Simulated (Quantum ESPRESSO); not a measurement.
The system is CdS (Hawleyite).

```
Cd S
1.0
     0.00000    2.91650    2.91650
     2.91650    0.00000    2.91650
     2.91650    2.91650    0.00000
Cd S
1 1
Direct
  0.00000 0.00000 0.00000
  0.75000 0.75000 0.75000
```

```yaml
Program: Quantum ESPRESSO 7.5
Task: phonons
Functional: PBE
Potentials_or_basis: GBRV 1.5 PBE
Cutoff: 612 eV
Density_cutoff: 4898 eV
k_mesh: 4 × 4 × 4, shifted
Occupations: fermi-dirac, width 0.05 eV
Spin: no spin polarisation
Mixing_beta: 0.5
Most_SCF_iterations: 120
SCF_threshold: 4e-10 Ry
```

The cell and the atoms were relaxed first, to 26.16 Å³/atom (a = 4.198 Å, b = 4.198 Å, c = 4.198 Å, α = 60.00°, β = 60.00°, γ = 60.00°), and the response was taken there.

The first run showed a gap, so the response started from a second, tighter run with fixed occupations.

Where do the zone-centre optical modes lie?

T2 at 216 cm⁻¹ (IR and Raman). Polar modes are given without the macroscopic field (transverse values).

Optical modes at Γ, degenerate ones joined, polar ones without the macroscopic field:
| cm⁻¹ | components | symmetry | active in | IR intensity, summed ((D/Å)²/amu) |
| --- | --- | --- | --- | --- |
| 216 | 3 | T2 | IR and Raman | 14.02 |

Zone-centre frequencies without and with the macroscopic field along z (cm⁻¹):
|  | optical modes in rising order |
| --- | --- |
| without | 216 216 216 |
| with the field | 216 216 278 |

Born effective charge tensors (e):
atom 1, Cd
```
2.24 0.00 0.00
0.00 2.24 0.00
0.00 0.00 2.24
```
atom 2, S
```
-2.25  0.00  0.00
 0.00 -2.25  0.00
 0.00  0.00 -2.25
```

Electronic dielectric tensor:
```
6.26 0.00 0.00
0.00 6.26 0.00
0.00 0.00 6.26
```

Static dielectric tensor, electrons and zone-centre modes:
```
10.35  0.00  0.00
 0.00 10.35  0.00
 0.00  0.00 10.35
```

Caveat: the mesh is thin for the dielectric tensor, Born charges and intensities, which usually come out too large.
